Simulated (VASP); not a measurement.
# MgO: forms and broadenings of the independent-particle spectrum

MgO, P6_3mc (no. 186), 4 atoms in the cell. PBE, independent-particle dielectric function; PAW potentials Mg, O (PBE set).

## Input

INCAR.step1:
```
PREC = Accurate
ENCUT = 460
ISMEAR = 0
SIGMA = 0.02
EDIFF = 1E-8
LASPH = True
KPAR = 4
LWAVE = False
LCHARG = False
LEPSILON = True
```

INCAR.step2, as INCAR.step1 but for:
```
- LWAVE = False
- LEPSILON = True
+ LWAVE = True
+ NBANDS = 56
```

INCAR.step3:
```
PREC = Accurate
ENCUT = 460
ISMEAR = 0
SIGMA = 0.02
EDIFF = 1E-7
LASPH = True
KPAR = 4
LWAVE = False
LCHARG = False
LOPTICS = True
NBANDS = 56
NEDOS = 2000
CSHIFT = 0.1
ALGO = None
NELM = 1
ISTART = 1
```

INCAR.step4, as INCAR.step3 but for:
```
+ LNABLA = True
```

INCAR.step5, as INCAR.step4 but for:
```
- LNABLA = True
+ LPEAD = True
+ IPEAD = 3
```

INCAR.step6, as INCAR.step5 but for:
```
- IPEAD = 3
+ IPEAD = 2
```

INCAR.step7 changes the same tag again: IPEAD = 4.

INCAR.step8, as INCAR.step7 but for:
```
- CSHIFT = 0.1
- LPEAD = True
- IPEAD = 4
+ CSHIFT = 0.01
```

INCAR.step9, as INCAR.step8 but for:
```
- CSHIFT = 0.01
+ CSHIFT = 0.2
```

INCAR.step10 changes the same tag again: CSHIFT = 0.5.

INCAR.step11, as INCAR.step10 but for:
```
- ISMEAR = 0
- CSHIFT = 0.5
+ ISMEAR = -5
+ CSHIFT = 0.1
```

INCAR.step12, as INCAR.step11 but for:
```
- ISMEAR = -5
- SIGMA = 0.02
+ ISMEAR = 0
+ SIGMA = 0.2
```

INCAR.step13, as INCAR.step12 but for:
```
- SIGMA = 0.2
+ SIGMA = 0.02
+ OMEGAMAX = 12
```

INCAR.step14, as INCAR.step13 but for:
```
- OMEGAMAX = 12
+ OMEGAMAX = 60
```

KPOINTS:
```
k-points
0
Gamma
  8 8 6
```

POSCAR:
```
MgO
1.0
    3.3077869865      0.0000000000      0.0000000000
   -1.6538934933      2.8646275606      0.0000000000
    0.0000000000      0.0000000000      4.9828816700
Mg O
2 2
Direct
    0.6666666667      0.3333333333      0.5021597400
    0.3333333333      0.6666666667      0.0021597400
    0.6666666667      0.3333333333      0.9024402600
    0.3333333333      0.6666666667      0.4024402600
```

Commands (each step's output is kept before the next begins):
```
cat potpaw_PBE.64/Mg/POTCAR potpaw_PBE.64/O/POTCAR > POTCAR
cp INCAR.step1 INCAR
mpirun -np 4 vasp_std > vasp.out
rm WAVECAR CHG
cp INCAR.step2 INCAR
mpirun -np 4 vasp_std > vasp.out
cp INCAR.step3 INCAR
mpirun -np 4 vasp_std > vasp.out
cp INCAR.step4 INCAR
mpirun -np 4 vasp_std > vasp.out
cp INCAR.step5 INCAR
mpirun -np 4 vasp_std > vasp.out
cp INCAR.step6 INCAR
mpirun -np 4 vasp_std > vasp.out
cp INCAR.step7 INCAR
mpirun -np 4 vasp_std > vasp.out
cp INCAR.step8 INCAR
mpirun -np 4 vasp_std > vasp.out
cp INCAR.step9 INCAR
mpirun -np 4 vasp_std > vasp.out
cp INCAR.step10 INCAR
mpirun -np 4 vasp_std > vasp.out
cp INCAR.step11 INCAR
mpirun -np 4 vasp_std > vasp.out
cp INCAR.step12 INCAR
mpirun -np 4 vasp_std > vasp.out
cp INCAR.step13 INCAR
mpirun -np 4 vasp_std > vasp.out
cp INCAR.step14 INCAR
mpirun -np 4 vasp_std > vasp.out
```

## Result

- Direct gap on the mesh (eV): 3.46
- Gap on the mesh (eV): 3.46
- Bands: 56

One ground state, settings moved in the last step alone:

| Settings | ε at zero frequency | Mean energy of the absorption, weighted by Im ε (eV) | Time (s) |
|---|---|---|---|
| longitudinal form, CSHIFT 0.1 | 3.02 | 11.27 | 2 |
| transversal form (LNABLA) | 2.91 | 11.15 | 2 |
| finite differences (LPEAD), order 3 | 3.02 | 11.27 | 5 |
| finite differences (LPEAD), order 2 | 3.01 | 11.27 | 4 |
| finite differences (LPEAD), order 4 | 3.02 | 11.27 | 5 |
| CSHIFT 0.01 | 3.02 | 11.34 | 3 |
| CSHIFT 0.2 | 3.01 | 11.27 | 2 |
| CSHIFT 0.5 | 3.01 | 11.26 | 3 |
| tetrahedron method | 2.99 | 11.31 | 3 |
| SIGMA 0.2 | 3.02 | 11.27 | 3 |
| OMEGAMAX 12, which cuts the spectrum short | 2.34 | – | 3 |
| OMEGAMAX 60 | 3.02 | 11.27 | 3 |

The mean energy covers the spectrum up to 20 eV.

On the same mesh, density-functional perturbation theory with local fields gives ε = 2.96.

Limits: The 8×8×6 mesh is coarse for a spectrum: peaks stand apart that a denser mesh merges.

VASP 6.6.1 took 96 s on 4 cores (Intel Xeon 6975P-C (Granite Rapids)), a shared host.
